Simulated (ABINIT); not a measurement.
## Hf: band structure with LDA

The system is Hf.

```
CELL_PARAMETERS angstrom
3.19670 0.00000 0.00000
-1.59835 2.76842 0.00000
0.00000 0.00000 5.05780
ATOMIC_POSITIONS crystal
Hf 0.66667 0.33333 0.75000
Hf 0.33333 0.66667 0.25000
```

```json
{"Program": "ABINIT 10.8.3 (patched build)", "Task": "band structure", "Functional": "LDA", "Potentials or basis": "JTH PAW LDA v2.0", "Cutoff": "463 eV", "k mesh": "10 × 10 × 5", "Occupations": "fermi-dirac, width 0.05 eV", "Spin": "no spin polarisation", "Fine-grid cutoff": "925.187 eV"}
```

```yaml
Pressure: -8.1 GPa
Band_gap_on_the_k_mesh: none (metal or under the smearing width)
Valence_electrons_inside_the_program's_atomic_spheres: Hf 9.51 (radii [1.2759] Å)
```

Stress tensor (GPa, compression positive):
```
-7.90  0.00  0.00
 0.00 -7.90  0.00
 0.00  0.00 -8.43
```

Levels at the corners of the path, in eV from the Fermi level:
| point | band 10 | band 11 | band 12 | band 13 | band 14 | band 15 |
| --- | --- | --- | --- | --- | --- | --- |
| Γ | -3.70 | 0.77 | 1.14 | 1.14 | 1.42 | 1.96 |
| M | -2.73 | -2.20 | -0.72 | 0.75 | 0.88 | 1.67 |
| K | -1.76 | -1.76 | -1.37 | 0.36 | 0.36 | 2.03 |
| Γ | -3.70 | 0.77 | 1.14 | 1.14 | 1.42 | 1.96 |
| A | -5.35 | 0.16 | 0.16 | 1.03 | 1.03 | 1.03 |
| L | -3.39 | -0.98 | -0.98 | 1.26 | 1.26 | 2.61 |
| H | -1.78 | -1.41 | -1.41 | -0.14 | -0.14 | 2.48 |
| A | -5.35 | 0.16 | 0.16 | 1.03 | 1.03 | 1.03 |

Run time: 35 s on 1 thread of Arm Neoverse V1, on a shared host, peak memory 0.11 GiB.

Caveat: spin-orbit coupling is left out, which moves the levels of the heavy elements.
